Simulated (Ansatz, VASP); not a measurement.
# One calculation of TiC (Khamrabaevite), two programs

Contents of INCAR:

```
  PREC = Accurate
  ENCUT = 520
  EDIFF = 1E-8
  ISMEAR = -1
  SIGMA = 0.02
  LREAL = F
  LASPH = T
  NELM = 60
  ALGO = Normal
  ISIF = 2
  LWAVE = F
  LCHARG = F
  GGA = PE
  LEFG = T
  NBANDS = 15
```

File KPOINTS:

```
regular mesh
0
Gamma
  17 17 17
```

Contents of POSCAR:

```
TiC
1.0
    0.0000000000      2.1640000000      2.1640000000
    2.1640000000      0.0000000000      2.1640000000
    2.1640000000      2.1640000000      0.0000000000
Ti C
1 1
Direct
    0.0000000000      0.0000000000      0.0000000000
    0.5000000000      0.5000000000      0.5000000000
```

Input for Ansatz:

```yaml
crystal:
  lattice:
    - [0.0, 2.164, 2.164]
    - [2.164, 0.0, 2.164]
    - [2.164, 2.164, 0.0]
  atoms:
    - { symbol: Ti, position: [0.0, 0.0, 0.0] }
    - { symbol: C, position: [0.5, 0.5, 0.5] }
kpoints:
  mp_grid: { grid: [17, 17, 17] }
scf:
  occupations: { method: fermi_dirac, width: 0.02 }
hamiltonian:
  xc: pbe
  pseudopotentials: { kind: paw, frozen_core: stored }
output:
  forces: true
  stress: true
  populations: true
  efg: { quadrupole_moments_barn: { Ti: 0.247 } }
  write_density: true
  write_potential: true
  elf: true
  volumetric_format: npy
```

Alike in both runs: task electric field gradients; functional PBE; k mesh 17 × 17 × 17; occupations fermi-dirac, width 0.02 eV; no spin polarisation.

|  | VASP | Ansatz |
| --- | --- | --- |
| version | VASP 6.6.1 | Ansatz 0.2.0 |
| potentials or method | VASP PAW PBE potentials, release 64 (Ti_sv, C) | plane-wave PAW, scalar-relativistic |
| plane-wave cutoff (eV) | 520 | 420 |
| valence electrons in the cell | 16 | 16 |

|  | VASP | Ansatz | Ansatz less VASP |
| --- | --- | --- | --- |
| pressure (GPa) | 1.1 | 0.9 | -0.21 |
| Vzz of the field gradient on the site that differs most (V/Å²) | 0.0 | 0.0 | 0.00 |

The functional is the same, so the differences come from potentials, cutoffs and numerics.
